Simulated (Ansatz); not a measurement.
# AlN: a line through an energy map, part 2 of 2

One line of a two-coordinate grid on AlN (P6_3/mmc, No. 194; 4 atoms in the cell): volume per atom is varied, at c/a of the conventional cell = 1.359.

Ansatz 0.2.0; DFT PBEsol, scalar-relativistic, plane waves, PAW. The steps go on from the part before.

## 11. The run at (10.008 Å³, 1.359)

Contents of input.yaml:

```yaml
crystal:
  lattice:
    - [3.2400551301, 0.0, 0.0]
    - [-1.6200275651, 2.8059700523, 0.0]
    - [0.0, 0.0, 4.4032349218]
  atoms:
    - { symbol: Al, position: [0.3333333333, 0.6666666667, 0.75] }
    - { symbol: Al, position: [0.6666666667, 0.3333333333, 0.25] }
    - { symbol: "N", position: [0.3333333333, 0.6666666667, 0.25] }
    - { symbol: "N", position: [0.6666666667, 0.3333333333, 0.75] }
basis:
  ecutwfc: 520.0
kpoints:
  mp_grid: { grid: [9, 9, 6] }
hamiltonian:
  xc: pbesol
scf:
  occupations: { method: gaussian, width: 0.05 }
output:
  forces: true
  stress: true
  eigenvalues: true
  write_density: true
  write_potential: true
  elf: true
  volumetric_format: npy
```

Started as:

```bash
> ansatz run input.yaml --threads 1 --pin off --max-ram 2048MiB --backend cpu --events-out ev --progress --plain --runs-dir out
```

What it wrote (excerpt; [...] marks lines left out):

```text
Warning: RAYON_NUM_THREADS=1 ignored (pool sized by the plan → 1); use --threads N
[...]
Pseudopotentials: kind: paw
Pseudopotential: Al, paw, valence charge 3, recommended cutoff 420 eV (normal), Al.paw.azcp
Pseudopotential: N, paw, valence charge 5, recommended cutoff 420 eV (normal), N.paw.azcp
Functional definition: PBEsol
[...]
Crystal: 4 atoms, lattice volume = 40.032 Å³
Basis set: ecut = 520 eV, 1061 PW (Γ), exchange–correlation on 50×50×72 points (8 copies of the dense FFT grid, shifted against one another)
Bands: 12, of which v1, the nominal top of the filled ones, is band 8 counted from 1 (7 counted from 0)
Symmetry: 24 space group operations
Space group: P63/mmc (ITA 194), of the structure as read, at distance tolerance 3.4e-5 Å
k-points: 48 of 486
[...]
SCF iter   1: F=—  HF=-1811.474763 eV  |F-HF|=—  |Δ(HF+E_count)|=         —  Δρ=7.86e-3  dr2=2.57e-2  ethr=1.77e-3  ⟨swp⟩=5.8  Hψ=3776  notcnv=0
[...]
SCF iter   6: F=-1811.467521 eV  HF=-1811.467521 eV  |F-HF|=4.23e-11  |Δ(HF+E_count)|=   3.20e-9  Δρ=5.07e-7  dr2=3.22e-11  ethr=2.88e-11  ⟨swp⟩=4.2  Hψ=2890  notcnv=0
[...]
SCF converged after 6 iterations
Free energy (F): -1811.467521 eV
[...]
E sigma→0 (E₀):  -1811.467521 eV
Fermi energy:    10.522803 eV
[...]
--- Forces (eV/Å), atoms counted from 1 ---
  atom   1  Al    -0.00000000    -0.00000000    -0.00000000
  atom   2  Al     0.00000000     0.00000000     0.00000000
  atom   3  N     -0.00000000     0.00000000     0.00000000
  atom   4  N      0.00000000    -0.00000000    -0.00000000
[...]
--- Stress (GPa, compression-positive) ---
        3.206796       0.000000      -0.000000
        0.000000       3.206796      -0.000000
       -0.000000      -0.000000      -9.343307
  P = ⅓ Tr σ = -0.9766 GPa (-9.766 kbar)
--- Band table (eV; the first three rows and the last of 48) ---
  k-point 0: bands = ["-7.8544", "-4.6290", "1.8412", "5.7756", "5.7756", "7.0823", "7.0823", "9.0407", "12.0049", "13.5048", "17.3999", "17.3999"]
[...]
```

It took 0.96 s on 1 thread of AMD EPYC 9R45 (Zen 5), shared host; peak memory 0.38 GiB.

Density in a lattice plane of the grid's cell (edges 3.24 and 4.40 Å, at 0.333 of the third edge), which holds Al and N.

Values in e/Å³, 12 rows by 8 columns:
```
0.20 0.12 0.14 0.26 0.57 0.98 0.87 0.43
0.32 0.15 0.18 0.46 1.42 2.85 2.48 0.96
0.40 0.17 0.21 0.60 2.05 3.57 3.36 1.34
0.32 0.15 0.18 0.46 1.41 2.80 2.45 0.95
0.20 0.12 0.14 0.26 0.58 1.02 0.90 0.44
0.15 0.13 0.14 0.17 0.26 0.37 0.34 0.22
0.20 0.22 0.22 0.20 0.18 0.18 0.18 0.19
0.32 0.38 0.37 0.29 0.15 0.07 0.08 0.20
0.40 0.49 0.47 0.35 0.15 0.06 0.07 0.21
0.32 0.39 0.37 0.29 0.15 0.07 0.08 0.20
0.20 0.22 0.21 0.20 0.18 0.17 0.17 0.18
0.15 0.13 0.13 0.17 0.26 0.36 0.33 0.22
```
Columns run along the first of these edges and rows up along the second, over one cell in 8 and 12 even steps from the bottom left corner. Atoms in the plane (fractional): Al at (0.67, 0.25), N at (0.67, 0.75).

ELF in the same plane.

Ten even steps from '0' (0.01) to '9' (0.83):
```
211111235789998753
421112467899999976
642124689998889998
852125899975347999
852125899962126999
852125899975347999
642124689998889998
421112467999999986
211111235789998753
111211123467876432
233333222235553222
455555432111111123
677777653100000135
888888864100000047
888888874100000047
888888764100000037
677777653100000135
455555432111111123
223333222245554222
111111123467876432
```
Columns run along the first of these edges and rows up along the second, over one cell in 18 and 20 even steps from the bottom left corner. Atoms in the plane (fractional): Al at (0.67, 0.25), N at (0.67, 0.75).

Both are smooth fields of the valence electrons: close to the nuclei they are not physical.

Maxima of ELF outside the ion cores: 0.88 on the N–Al line, 0.8 Å from N; 0.82 in the shell around N, 0.7 Å from N.

That is 24 meV/atom from the zero.

## 12. The run at (10.242 Å³, 1.359)

Edit input.yaml of step 11 so:

```diff
@@ -2,5 +2,5 @@
   lattice:
-    - [3.2400551301, 0.0, 0.0]
-    - [-1.6200275651, 2.8059700523, 0.0]
-    - [0.0, 0.0, 4.4032349218]
+    - [3.2651130657, 0.0, 0.0]
+    - [-1.6325565329, 2.8276708611, 0.0]
+    - [0.0, 0.0, 4.4372886563]
   atoms:
@@ -22,5 +22 @@
   eigenvalues: true
-  write_density: true
-  write_potential: true
-  elf: true
-  volumetric_format: npy
```

Started as:

```bash
> ansatz run input.yaml --threads 1 --pin off --max-ram 2048MiB --backend cpu --events-out ev --progress --plain --runs-dir out
```

What it wrote (excerpt; [...] marks lines left out):

```text
[...]
SCF converged after 6 iterations
Free energy (F): -1811.448234 eV
[...]
E sigma→0 (E₀):  -1811.448234 eV
Fermi energy:    10.151770 eV
[...]
--- Forces (eV/Å), atoms counted from 1 ---
  atom   1  Al    -0.00000000    -0.00000000     0.00000000
  atom   2  Al     0.00000000     0.00000000     0.00000000
  atom   3  N      0.00000000     0.00000000     0.00000000
  atom   4  N     -0.00000000    -0.00000000     0.00000000
[...]
--- Stress (GPa, compression-positive) ---
       -2.275271       0.000000       0.000000
        0.000000      -2.275271       0.000000
        0.000000       0.000000     -12.066331
  P = ⅓ Tr σ = -5.5390 GPa (-55.390 kbar)
--- Band table (eV; the first three rows and the last of 48) ---
  k-point 0: bands = ["-7.9591", "-4.8374", "1.7085", "5.5534", "5.5534", "6.8415", "6.8415", "8.7608", "11.5427", "13.0338", "16.9898", "16.9898"]
[...]
```

It took 0.68 s on 1 thread of AMD EPYC 9R45 (Zen 5), shared host; peak memory 0.38 GiB.

On the map this point reads 28 meV/atom.

## 13. Point (10.477 Å³, 1.359)

Edit input.yaml of step 12 so:

```diff
@@ -2,5 +2,5 @@
   lattice:
-    - [3.2651130657, 0.0, 0.0]
-    - [-1.6325565329, 2.8276708611, 0.0]
-    - [0.0, 0.0, 4.4372886563]
+    - [3.289896856, 0.0, 0.0]
+    - [-1.644948428, 2.8491342531, 0.0]
+    - [0.0, 0.0, 4.4709698273]
   atoms:
```

Started as:

```bash
> ansatz run input.yaml --threads 1 --pin off --max-ram 2048MiB --backend cpu --events-out ev --progress --plain --runs-dir out
```

What it wrote (excerpt; [...] marks lines left out):

```text
Warning: RAYON_NUM_THREADS=1 ignored (pool sized by the plan → 1); use --threads N
[...]
Pseudopotentials: kind: paw
Pseudopotential: Al, paw, valence charge 3, recommended cutoff 420 eV (normal), Al.paw.azcp
Pseudopotential: N, paw, valence charge 5, recommended cutoff 420 eV (normal), N.paw.azcp
Functional definition: PBEsol
[...]
Crystal: 4 atoms, lattice volume = 41.908 Å³
Basis set: ecut = 520 eV, 1133 PW (Γ), exchange–correlation on 50×50×72 points (8 copies of the dense FFT grid, shifted against one another)
Bands: 12, of which v1, the nominal top of the filled ones, is band 8 counted from 1 (7 counted from 0)
Symmetry: 24 space group operations
Space group: P63/mmc (ITA 194), of the structure as read, at distance tolerance 3.5e-5 Å
k-points: 48 of 486
[...]
SCF iter   1: F=—  HF=-1811.411044 eV  |F-HF|=—  |Δ(HF+E_count)|=         —  Δρ=7.86e-3  dr2=2.73e-2  ethr=1.77e-3  ⟨swp⟩=5.8  Hψ=3746  notcnv=0
[...]
SCF iter   6: F=-1811.403526 eV  HF=-1811.403526 eV  |F-HF|=4.48e-11  |Δ(HF+E_count)|=   4.15e-9  Δρ=5.58e-7  dr2=4.04e-11  ethr=3.68e-11  ⟨swp⟩=1.2  Hψ=1818  notcnv=0
[...]
SCF converged after 6 iterations
Free energy (F): -1811.403526 eV
[...]
E sigma→0 (E₀):  -1811.403526 eV
Fermi energy:    9.793528 eV
[...]
--- Forces (eV/Å), atoms counted from 1 ---
  atom   1  Al    -0.00000000    -0.00000000    -0.00000000
  atom   2  Al     0.00000000     0.00000000     0.00000000
  atom   3  N     -0.00000000     0.00000000     0.00000000
  atom   4  N      0.00000000    -0.00000000    -0.00000000
[...]
--- Stress (GPa, compression-positive) ---
       -7.191897       0.000000      -0.000000
       -0.000000      -7.191897       0.000000
       -0.000000       0.000000     -14.484139
  P = ⅓ Tr σ = -9.6226 GPa (-96.226 kbar)
--- Band table (eV; the first three rows and the last of 48) ---
  k-point 0: bands = ["-8.0597", "-5.0378", "1.5813", "5.3398", "5.3398", "6.6094", "6.6094", "8.4913", "11.0958", "12.5790", "16.5948", "16.5948"]
[...]
```

It took 0.63 s on 1 thread of AMD EPYC 9R45 (Zen 5), shared host; peak memory 0.38 GiB.

That is 40 meV/atom from the zero.

## 14. Point (10.712 Å³, 1.359)

Edit input.yaml of step 13 so:

```diff
@@ -2,5 +2,5 @@
   lattice:
-    - [3.289896856, 0.0, 0.0]
-    - [-1.644948428, 2.8491342531, 0.0]
-    - [0.0, 0.0, 4.4709698273]
+    - [3.3143127609, 0.0, 0.0]
+    - [-1.6571563805, 2.870279047, 0.0]
+    - [0.0, 0.0, 4.504151042]
   atoms:
@@ -22 +22,5 @@
   eigenvalues: true
+  write_density: true
+  write_potential: true
+  elf: true
+  volumetric_format: npy
```

Started as:

```bash
> ansatz run input.yaml --threads 1 --pin off --max-ram 2048MiB --backend cpu --events-out ev --progress --plain --runs-dir out
```

What it wrote (excerpt; [...] marks lines left out):

```text
Warning: RAYON_NUM_THREADS=1 ignored (pool sized by the plan → 1); use --threads N
[...]
Pseudopotentials: kind: paw
Pseudopotential: Al, paw, valence charge 3, recommended cutoff 420 eV (normal), Al.paw.azcp
Pseudopotential: N, paw, valence charge 5, recommended cutoff 420 eV (normal), N.paw.azcp
Functional definition: PBEsol
[...]
Crystal: 4 atoms, lattice volume = 42.848 Å³
Basis set: ecut = 520 eV, 1157 PW (Γ), exchange–correlation on 50×50×72 points (8 copies of the dense FFT grid, shifted against one another)
Bands: 12, of which v1, the nominal top of the filled ones, is band 8 counted from 1 (7 counted from 0)
Symmetry: 24 space group operations
Space group: P63/mmc (ITA 194), of the structure as read, at distance tolerance 3.5e-5 Å
k-points: 48 of 486
[...]
SCF iter   1: F=—  HF=-1811.343911 eV  |F-HF|=—  |Δ(HF+E_count)|=         —  Δρ=7.88e-3  dr2=2.83e-2  ethr=1.77e-3  ⟨swp⟩=5.8  Hψ=3728  notcnv=0
[...]
SCF iter   6: F=-1811.336190 eV  HF=-1811.336190 eV  |F-HF|=4.68e-11  |Δ(HF+E_count)|=   4.83e-9  Δρ=5.75e-7  dr2=4.60e-11  ethr=4.99e-11  ⟨swp⟩=4.2  Hψ=2942  notcnv=0
[...]
SCF converged after 6 iterations
Free energy (F): -1811.336190 eV
[...]
E sigma→0 (E₀):  -1811.336190 eV
Fermi energy:    9.448868 eV
[...]
--- Forces (eV/Å), atoms counted from 1 ---
  atom   1  Al    -0.00000000     0.00000000     0.00000000
  atom   2  Al     0.00000000     0.00000000    -0.00000000
  atom   3  N      0.00000000    -0.00000000    -0.00000000
  atom   4  N     -0.00000000     0.00000000     0.00000000
[...]
--- Stress (GPa, compression-positive) ---
      -11.581111       0.000000       0.000000
        0.000000     -11.581111       0.000000
        0.000000       0.000000     -16.620331
  P = ⅓ Tr σ = -13.2609 GPa (-132.609 kbar)
--- Band table (eV; the first three rows and the last of 48) ---
  k-point 0: bands = ["-8.1560", "-5.2300", "1.4598", "5.1351", "5.1351", "6.3865", "6.3865", "8.2326", "10.6651", "12.1414", "16.2154", "16.2154"]
[...]
```

Wall time 0.8 s (1 thread of AMD EPYC 9R45 (Zen 5), shared host); peak memory 0.38 GiB.

Density in a lattice plane of the grid's cell (edges 3.31 and 4.50 Å, at 0.333 of the third edge), which holds Al and N.

Values in e/Å³, 12 rows by 8 columns:
```
0.18 0.11 0.13 0.23 0.52 0.90 0.80 0.39
0.29 0.14 0.17 0.42 1.33 2.77 2.39 0.89
0.36 0.16 0.20 0.55 1.95 3.53 3.30 1.25
0.29 0.14 0.17 0.42 1.32 2.72 2.35 0.88
0.18 0.11 0.13 0.24 0.53 0.94 0.83 0.40
0.14 0.12 0.12 0.15 0.24 0.34 0.31 0.20
0.18 0.20 0.19 0.18 0.17 0.17 0.17 0.17
0.29 0.35 0.34 0.27 0.15 0.07 0.08 0.19
0.36 0.45 0.43 0.33 0.14 0.06 0.07 0.20
0.29 0.35 0.34 0.27 0.15 0.07 0.08 0.19
0.18 0.19 0.19 0.18 0.17 0.17 0.17 0.17
0.13 0.12 0.12 0.15 0.23 0.33 0.30 0.20
```
Columns run along the first of these edges and rows up along the second, over one cell in 8 and 12 even steps from the bottom left corner. Atoms in the plane (fractional): Al at (0.67, 0.25), N at (0.67, 0.75).

ELF in the same plane.

Values, 12 rows by 8 columns:
```
0.30 0.12 0.16 0.41 0.70 0.81 0.80 0.63
0.61 0.17 0.28 0.70 0.81 0.62 0.70 0.81
0.71 0.20 0.35 0.78 0.78 0.19 0.41 0.83
0.61 0.17 0.28 0.70 0.80 0.62 0.70 0.80
0.30 0.13 0.16 0.41 0.70 0.81 0.79 0.62
0.15 0.16 0.16 0.18 0.40 0.64 0.59 0.30
0.30 0.41 0.38 0.27 0.20 0.26 0.23 0.20
0.60 0.64 0.63 0.53 0.14 0.01 0.01 0.27
0.71 0.70 0.71 0.64 0.14 0.04 0.03 0.31
0.61 0.64 0.63 0.54 0.14 0.01 0.01 0.27
0.30 0.41 0.38 0.27 0.19 0.25 0.22 0.20
0.14 0.16 0.15 0.17 0.39 0.64 0.59 0.28
```
Columns run along the first of these edges and rows up along the second, over one cell in 8 and 12 even steps from the bottom left corner. Atoms in the plane (fractional): Al at (0.67, 0.25), N at (0.67, 0.75).

Both are smooth fields of the valence electrons: close to the nuclei they are not physical.

Outside the cores ELF peaks at 0.88 on the N–Al line, 0.8 Å from N; 0.82 in the shell around N, 0.7 Å from N.

Energy on the map's scale: 56 meV/atom.

## 15. The run at (10.946 Å³, 1.359)

Edit input.yaml of step 14 so:

```diff
@@ -2,5 +2,5 @@
   lattice:
-    - [3.3143127609, 0.0, 0.0]
-    - [-1.6571563805, 2.870279047, 0.0]
-    - [0.0, 0.0, 4.504151042]
+    - [3.33827248, 0.0, 0.0]
+    - [-1.66913624, 2.8910287724, 0.0]
+    - [0.0, 0.0, 4.5367123003]
   atoms:
@@ -22,5 +22 @@
   eigenvalues: true
-  write_density: true
-  write_potential: true
-  elf: true
-  volumetric_format: npy
```

Started as:

```bash
> ansatz run input.yaml --threads 1 --pin off --max-ram 2048MiB --backend cpu --events-out ev --progress --plain --runs-dir out
```

What it wrote (excerpt; [...] marks lines left out):

```text
[...]
SCF converged after 6 iterations
Free energy (F): -1811.249112 eV
[...]
E sigma→0 (E₀):  -1811.249112 eV
Fermi energy:    9.118419 eV
[...]
--- Forces (eV/Å), atoms counted from 1 ---
  atom   1  Al     0.00000000     0.00000000    -0.00000000
  atom   2  Al     0.00000000    -0.00000000     0.00000000
  atom   3  N     -0.00000000    -0.00000000     0.00000000
  atom   4  N      0.00000000     0.00000000    -0.00000000
[...]
--- Stress (GPa, compression-positive) ---
      -15.481822       0.000000      -0.000000
        0.000000     -15.481822      -0.000000
       -0.000000      -0.000000     -18.498081
  P = ⅓ Tr σ = -16.4872 GPa (-164.872 kbar)
--- Band table (eV; the first three rows and the last of 48) ---
  k-point 0: bands = ["-8.2481", "-5.4136", "1.3442", "4.9396", "4.9396", "6.1732", "6.1732", "7.9853", "10.2516", "11.7217", "15.8524", "15.8524"]
[...]
```

Run time: 0.68 s. Hardware: 1 thread of AMD EPYC 9R45 (Zen 5), shared host; peak memory 0.35 GiB.

Energy on the map's scale: 78 meV/atom.

## 16. What came out

What follows sums up all 2 parts.

| volume per atom (Å³) | step | energy (meV/atom) | slope (meV/atom per Å³) | pressure (GPa) | band gap on the k-mesh (eV) |
| --- | --- | --- | --- | --- | --- |
| 8.601 | 3 | 178 | −256 | 40.9 | 4.18 |
| 8.835 | 4 | 125 | −198 | 31.8 | 3.96 |
| 9.070 | 5 | 84 | −147 | 23.6 | 3.75 |
| 9.304 | 6 | 55 | −102 | 16.4 | 3.55 |
| 9.539 | 8 | 36 | −62 | 9.9 | 3.35 |
| 9.773 | 10 | 26 | −26 | 4.2 | 3.15 |
| 10.008 | 11 | 24 | 6 | −1.0 | 2.96 |
| 10.242 | 12 | 28 | 35 | −5.5 | 2.78 |
| 10.477 | 13 | 40 | 60 | −9.6 | 2.60 |
| 10.712 | 14 | 56 | 83 | −13.3 | 2.43 |
| 10.946 | 15 | 78 | 103 | −16.5 | 2.27 |

Energies count from the relaxed crystal. Slopes come from the forces (and the stress, where the cell changes), not from differences of energies.

| run | outcome |
| --- | --- |
| step 7, run with symmetry.detect false, mp_grid.grid [11, 11, 8], xc rpbe, ecutwfc left out (against step 6) | converged; the pressure goes from 16.4 to 24.9 GPa; the gap on the mesh goes from 3.55 to 3.67 eV |
| step 9, run with occupations.width 0.005, preconditioner local_kerker (against step 8) | 0.0 meV/atom |

**Reading.** The lowest point of the line is at 10.008 Å³, 24 meV/atom from the zero. A fit to energies and slopes at the lowest point and its two neighbours puts the minimum at 9.9608 Å³, with a curvature of about 130 meV/atom per (Å³)². V·d²E/dV² there is about 210 GPa, a bulk modulus under this line's constraint. The highest point computed, at 8.601 Å³, lies 154 meV/atom above the lowest. This is one cut through a surface in two coordinates; the map's lowest point lies off it.

The gaps are Kohn-Sham values of a semilocal functional, not quasiparticle or optical gaps. Such gaps usually fall short of the measured ones.
